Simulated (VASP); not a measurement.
# Ru (Im-3m) in VASP: band structure with PBE

Aim: the band structure of Ru with PBE.

Everything below comes from runs of VASP 6.6.1. Logs are shortened: lines on timing, memory, paths and dates and some standing lists are left out, and cuts for length are marked.

### 1 The structure

The structure is cubic, space group Im-3m (No. 229). Conventional cell: a = 3.052 Å, b = 3.052 Å, c = 3.052 Å, α = 90.00°, β = 90.00°, γ = 90.00°. Ru (site symmetry m-3m) is surrounded by 8 Ru at 2.64 Å.

The cell was built by a generator and needn't be a form met in nature.

### 2 Band structure, PBE

Input file INCAR:

```
ALGO = Fast ; EDIFF = 1E-6
ENCUT = 520 ; GGA = PE
ICORELEVEL = 1 ; ISIF = 2
ISMEAR = 1 ; LASPH = T
LCHARG = F ; LMAXMIX = 4
LREAL = F ; LWAVE = F
NBANDS = 13 ; NELM = 80
PREC = Accurate ; SIGMA = 0.1
```

Input file KPOINTS:

```
k-points
0
Gamma
  18 18 18
```

Input file POSCAR:

```
Ru                                      
1.0
   -1.5260124393      1.5260124393      1.5260124393
    1.5260124393     -1.5260124393      1.5260124393
    1.5260124393      1.5260124393     -1.5260124393
  Ru            
     1
Direct
     0.0000000000000000    0.0000000000000000    0.0000000000000000
```

Input file KPOINTS_OPT:

```
explicit points
124
Reciprocal
 0.0000000000  0.0000000000  0.0000000000 1
 0.0263157895 -0.0263157895  0.0263157895 1
 0.0526315789 -0.0526315789  0.0526315789 1
 0.0789473684 -0.0789473684  0.0789473684 1
 0.1052631579 -0.1052631579  0.1052631579 1
 0.1315789474 -0.1315789474  0.1315789474 1
[... 116 lines left out ...]
 0.2500000000  0.2500000000  0.2500000000 1
 0.0000000000  0.0000000000  0.5000000000 1
```

Potentials or basis: VASP PAW PBE potentials, release 64 (Ru_pv).

On the command line:

```console
cat potpaw_PBE.64/Ru_pv/POTCAR > POTCAR
mpirun -np 1 vasp_std > vasp.out
```

OUTCAR:

```text
EDIFF = 1E-6
   ENCUT = 520
   GGA = PE
   ISIF = 2
   ISMEAR = 1
   LASPH = T
   LREAL = F
   NELM = 80
   PREC = Accurate

 ion  position               nearest neighbor table
   1  0.000  0.000  0.000-

  LATTYP: Found a body centered cubic cell.
 ALAT       =     3.0520248786

  Lattice vectors:

 A1 = (  -1.5260124393,   1.5260124393,   1.5260124393)
 A2 = (   1.5260124393,  -1.5260124393,   1.5260124393)
 A3 = (   1.5260124393,   1.5260124393,  -1.5260124393)

Analysis of symmetry for initial positions (statically):
=====================================================================
 Subroutine PRICEL returns:
 Original cell was already a primitive cell.

 Routine SETGRP: Setting up the symmetry group for a
 body centered cubic supercell.

 Subroutine GETGRP returns: Found 48 space group operations
 (whereof 48 operations were pure point group operations)
 out of a pool of 48 trial point group operations.

The static configuration has the point symmetry O_h .

Analysis of symmetry for dynamics (positions and initial velocities):
=====================================================================
 Subroutine PRICEL returns:
 Original cell was already a primitive cell.

 Routine SETGRP: Setting up the symmetry group for a
 body centered cubic supercell.

 Subroutine GETGRP returns: Found 48 space group operations
 (whereof 48 operations were pure point group operations)
 out of a pool of 48 trial point group operations.

The dynamic configuration has the point symmetry O_h .

 Subroutine INISYM returns: Found 48 space group operations
 (whereof 48 operations are pure point group operations),
 and found     1 'primitive' translations

----------------------------------------------------------------------------------------

                                     Primitive cell

  volume of cell :      14.2146

  direct lattice vectors                    reciprocal lattice vectors
    -1.526012439  1.526012439  1.526012439     0.000000000  0.327651327  0.327651327
     1.526012439 -1.526012439  1.526012439     0.327651327  0.000000000  0.327651327
     1.526012439  1.526012439 -1.526012439     0.327651327  0.327651327  0.000000000

  length of vectors
     2.643131078  2.643131078  2.643131078     0.463368950  0.463368950  0.463368950

  position of ions in fractional coordinates (direct lattice)
     0.000000000  0.000000000  0.000000000

  ion indices of the primitive-cell ions
   primitive index   ion index
                 1           1

----------------------------------------------------------------------------------------

 KPOINTS: k-points

Automatic generation of k-mesh.
 Grid dimensions read from file:
 generate k-points for:   18   18   18

 Generating k-lattice:

  Cartesian coordinates                     Fractional coordinates (reciprocal lattice)
     0.000000000  0.018202851  0.018202851     0.055555556  0.000000000  0.000000000
     0.018202851  0.000000000  0.018202851     0.000000000  0.055555556  0.000000000
     0.018202851  0.018202851  0.000000000     0.000000000  0.000000000  0.055555556

  Length of vectors
     0.025742719  0.025742719  0.025742719

  Shift w.r.t. Gamma in fractional coordinates (k-lattice)
     0.000000000  0.000000000  0.000000000

 Subroutine IBZKPT returns following result:
 ===========================================

 Found    195 irreducible k-points:

 Following reciprocal coordinates:
            Coordinates               Weight
  0.000000  0.000000  0.000000      1.000000
  0.055556  0.000000  0.000000     12.000000
  0.111111  0.000000  0.000000     12.000000
  0.166667  0.000000  0.000000     12.000000
  0.222222  0.000000  0.000000     12.000000
  0.277778  0.000000  0.000000     12.000000
[... 16 lines left out ...]
  0.333333  0.111111  0.000000     48.000000
  0.388889  0.111111  0.000000     48.000000
 [... further k-points ...]
   k-points           NKPTS =    195   k-points in BZ     NKDIM =    195   number of bands    NBANDS=     13
   number of dos      NEDOS =    301   number of ions     NIONS =      1
   total plane-waves  NPLWV =   8000
   dimension x,y,z NGX =    20 NGY =   20 NGZ =   20
   dimension x,y,z NGXF=    40 NGYF=   40 NGZF=   40
   ions per type =               1
   NGX,Y,Z   is equivalent  to a cutoff of  12.58, 12.58, 12.58 a.u.
   NGXF,Y,Z  is equivalent  to a cutoff of  25.16, 25.16, 25.16 a.u.
 SYSTEM =  unknown system
   PREC   = accura    normal or accurate (medium, high low for compatibility)
   ISTART =      0    job   : 0-new  1-cont  2-samecut
   ICHARG =      2    charge: 1-file 2-atom 10-const
   ISPIN  =      1    spin polarized calculation?
   LNONCOLLINEAR =      F non collinear calculations
   LSORBIT =      F    spin-orbit coupling
   LASPH  =      T    aspherical Exc in radial PAW
   ENCUT  =  520.0 eV  38.22 Ry    6.18 a.u.   4.91  4.91  4.91*2*pi/ulx,y,z
   NELM   =     80;   NELMIN=  2; NELMDL= -5     # of ELM steps
   EDIFF  = 0.1E-05   stopping-criterion for ELM
   LREAL  =      F    real-space projection
   EDIFFG = 0.1E-04   stopping-criterion for IOM
   NSW    =      0    number of steps for IOM
   IBRION =     -1    ionic relax: 0-MD 1-quasi-New 2-CG
   NFREE  =      0    steps in history (QN), initial steepest desc. (CG)
   ISIF   =      2    stress and relaxation
   ISYM   =      2    0-nonsym 1-usesym 2-fastsym
   POTIM  = 0.5000    time-step for ionic-motion
   TEBEG  =    0.0;   TEEND  =   0.0 temperature during run
   PSTRESS=    0.0 pullay stress
   NELECT =      14.0000    total number of electrons
   NUPDOWN=      -1.0000    fix difference up-down
   EMIN   =  10.00;   EMAX   =-10.00  energy-range for DOS
   EFERMI =   0.00;   METHOD = LEGACY
   ISMEAR =     1;   SIGMA  =   0.10  broadening in eV -4-tet -1-fermi 0-gaus
   EFERMI_NEDOS =   21; number of points for ismear=-14 and -15
   IALGO  =     68    algorithm
   IMIX   =      4    mixing-type and parameters
     AMIX     =   0.40;   BMIX     =  1.00
     AMIX_MAG =   1.60;   BMIX_MAG =  1.00
  volume/ion in A,a.u.               =      14.21        95.92
  Fermi-wavevector in a.u.,A,eV,Ry     =   1.628819  3.078021 36.096946  2.653051
  Thomas-Fermi vector in A             =   2.721387
   LORBIT       =      0    0 simple, 1 ext, 2 COOP (PROOUT), +10 PAW based schemes
   GGA     = PE    functional components
   LHFCALC =     F    Hartree Fock is set to
   AEXX    =    0.0000 exact exchange contribution
   IVDW    =     0    specifies the selected vdW correction
   LEPSILON=     F    determine dielectric tensor
   LRPA    =     F    only Hartree local field effects (RPA)
 non-spin polarized calculation
 RMM-DIIS sequential band-by-band and
 Methfessel and Paxton  Order N= 1 SIGMA  =   0.10
  energy-cutoff  :      520.00
  volume of cell :       14.21
 maximum number of plane-waves:       394
   NGX =  9   NGY =  9   NGZ =  9

 number of electron      14.0000004 magnetization

 Free energy of the ion-electron system (eV)
  ---------------------------------------------------
  ext. energy  EPLUGINS =         0.00000000
  ---------------------------------------------------
  free energy    TOTEN  =        -8.61012448 eV

  energy without entropy =       -8.60939512  energy(sigma->0) =       -8.60988136

 the core state eigenenergies are
   1-  1s -21918.0565  2s  -3138.4108  2p  -2808.9450  3s   -540.1114  3p   -431.8836
       3d   -257.8746  4s    -60.7855

 E-fermi :  12.1724     XC(G=0): -13.8260

 val. band max:       12.1641761492   @ k =   0.2778   0.1111   0.1111
 cond. band min:      12.1777901206   @ k =  -0.0556   0.0556   0.0556
 fundamental gap:      0.0136139714
 Fermi energy:        12.1723521658

 k-point     1 :       0.0000    0.0000    0.0000
  band No.  band energies     occupation
      1     -30.3872      2.00000
      2     -30.3872      2.00000
      3     -30.3872      2.00000
      4       4.3056      2.00000
      5       9.4390      2.00000
      6       9.4390      2.00000
      7       9.4390      2.00000
      8      12.0832      2.01977
      9      12.0832      2.01977
     10      22.7269      0.00000
     11      29.3108      0.00000
     12      29.3108      0.00000
     13      29.3108      0.00000

 k-point     2 :       0.0556    0.0000    0.0000
  band No.  band energies     occupation
      1     -30.4166      2.00000
      2     -30.3967      2.00000
      3     -30.3873      2.00000
      4       4.4394      2.00000
      5       9.3781      2.00000
      6       9.4355      2.00000
      7       9.5527      2.00000
      8      12.0022      2.03700
      9      12.0869      2.00550
     10      22.7268      0.00000
     11      29.3829      0.00000
     12      29.4494      0.00000
     13      29.5171      0.00000

 k-point     3 :       0.1111    0.0000    0.0000
  band No.  band energies     occupation
      1     -30.5007      2.00000
      2     -30.4238      2.00000
      3     -30.3875      2.00000
      4       4.8228      2.00000
      5       9.2068      2.00000
      6       9.4157      2.00000
      7       9.8882      2.00000
      8      11.8144      2.00001
      9      12.1005      1.93254
     10      22.7269      0.00000
     11      29.5229      0.00000
     12      29.7299      0.00000
     13      30.1197      0.00000

 k-point     4 :       0.1667    0.0000    0.0000
  band No.  band energies     occupation
      1     -30.6281      2.00000
      2     -30.4652      2.00000
      3     -30.3879      2.00000
      4       5.3918      2.00000
      5       8.9556      2.00000
      6       9.3778      2.00000
      7      10.4284      2.00000
      8      11.6472      2.00000
      9      12.1301      1.64915
     10      22.7268      0.00000
     11      29.4883      0.00000
     12      29.7530      0.00000
     13      31.0729      0.00000

 k-point     5 :       0.2222    0.0000    0.0000
  band No.  band energies     occupation
      1     -30.7819      2.00000
      2     -30.5156      2.00000
      3     -30.3883      2.00000
      4       5.9976      2.00000
      5       8.6641      2.00000
      6       9.4202      2.00000
      7      11.1430      2.00000
      8      11.6044      2.00000
      9      12.1816      0.84499
     10      22.7268      0.00000
     11      29.0103      0.00000
     12      29.0590      0.00000
     13      32.3075      0.00000
[... 161 lines left out ...]
 k-point    16 :       0.3333    0.0556   -0.0000
  band No.  band energies     occupation
      1     -31.1532      2.00000
      2     -30.6450      2.00000
      3     -30.4009      2.00000
      4       6.4798      2.00000
      5       8.0228      2.00000
      6      10.8231      2.00000
      7      11.9264      2.00277
      8      12.5075     -0.00002
      9      13.6012     -0.00000
     10      22.7261      0.00000
     11      24.9598      0.00000
     12      26.8982      0.00000
     13      32.0793      0.00000

 k-point    17 :       0.3889    0.0556    0.0000
  band No.  band energies     occupation
      1     -31.2492      2.00000
      2     -30.6805      2.00000
      3     -30.4014      2.00000
      4       6.3382      2.00000
      5       7.8593      2.00000
      6      11.5793      2.00000
      7      12.1186      1.78020
      8      12.8077     -0.00000
      9      14.4407      0.00000
     10      22.7232      0.00000
     11      23.3334      0.00000
     12      26.2514      0.00000
     13      30.8224      0.00000

 k-point    18 :       0.4444    0.0556    0.0000
  band No.  band energies     occupation
      1     -31.2999      2.00000
      2     -30.6993      2.00000
      3     -30.4016      2.00000
      4       6.2437      2.00000
      5       7.7746      2.00000
      6      11.9614      2.01106
      7      12.1344      1.59403
      8      13.2190     -0.00000
      9      14.9883      0.00000
     10      22.2805      0.00000
     11      22.7325      0.00000
     12      25.9092      0.00000
     13      30.1139      0.00000

 k-point    19 :       0.1111    0.1111    0.0000

------------------------ aborting loop because EDIFF is reached ----------------------------------------

  FORCE on cell =-STRESS in cart. coord.  units (eV):
  Direction    XX          YY          ZZ          XY          YZ          ZX
  --------------------------------------------------------------------------------------
  -------------------------------------------------------------------------------------
  Total        0.0028553      0.0028553      0.0028553      0.0000000     -0.0000000      0.0000000
  in kB        0.3218367      0.3218367      0.3218367      0.0000000     -0.0000000      0.0000000
  external PRESSURE =       0.3218367 kB  Pullay stress =       0.0000000 kB

 VOLUME and BASIS-vectors are now :
 -----------------------------------------------------------------------------
  energy-cutoff  :      520.00
  volume of cell :       14.21
      direct lattice vectors                 reciprocal lattice vectors
    -1.526012439  1.526012439  1.526012439     0.000000000  0.327651327  0.327651327
     1.526012439 -1.526012439  1.526012439     0.327651327  0.000000000  0.327651327
     1.526012439  1.526012439 -1.526012439     0.327651327  0.327651327  0.000000000

 POSITION                                       TOTAL-FORCE (eV/Angst)
 -----------------------------------------------------------------------------------
      0.00000      0.00000      0.00000         0.000000      0.000000      0.000000
 -----------------------------------------------------------------------------------
    total drift:                                0.000000     -0.000000      0.000000

  FREE ENERGIE OF THE ION-ELECTRON SYSTEM (eV)
  ---------------------------------------------------
  free  energy   TOTEN  =        -8.6101244813 eV

  energy  without entropy=       -8.6093951231  energy(sigma->0) =       -8.60988136
```

Wall time 21 s (1 thread of AMD EPYC 9R45 (Zen 5), shared host); peak memory 0.14 GiB.

Results:

| Property | Result |
| --- | --- |
| Free energy | -8.6101 eV |
| Pressure | 0.0 GPa |
| Band gap along the path | none (metal or under the smearing width) |

Levels at the corners of the path, in eV from the Fermi level:
| point | band 4 | band 5 | band 6 | band 7 | band 8 | band 9 |
| --- | --- | --- | --- | --- | --- | --- |
| Γ | -7.87 | -2.73 | -2.73 | -2.73 | -0.09 | -0.09 |
| H | -6.09 | -6.09 | 1.76 | 1.76 | 1.76 | 9.23 |
| H | -6.09 | -6.09 | 1.76 | 1.76 | 1.76 | 9.23 |
| N | -6.02 | -4.44 | -0.11 | 0.35 | 1.18 | 2.35 |
| N | -6.02 | -4.44 | -0.11 | 0.35 | 1.18 | 2.35 |
| Γ | -7.87 | -2.73 | -2.73 | -2.73 | -0.09 | -0.09 |
| Γ | -7.87 | -2.73 | -2.73 | -2.73 | -0.09 | -0.09 |
| P | -3.69 | -3.69 | -3.69 | 0.44 | 0.44 | 9.55 |
| P | -3.69 | -3.69 | -3.69 | 0.44 | 0.44 | 9.55 |
| H | -6.09 | -6.09 | 1.76 | 1.76 | 1.76 | 9.23 |
| P | -3.69 | -3.69 | -3.69 | 0.44 | 0.44 | 9.55 |
| N | -6.02 | -4.44 | -0.11 | 0.35 | 1.18 | 2.35 |

Core levels (eV, on the scale of the bands):
```
atom                                                                          levels
1 Ru  1s -21918.1, 2s -3138.4, 2p -2808.9, 3s -540.1, 3p -431.9, 3d -257.9, 4s -60.8
```
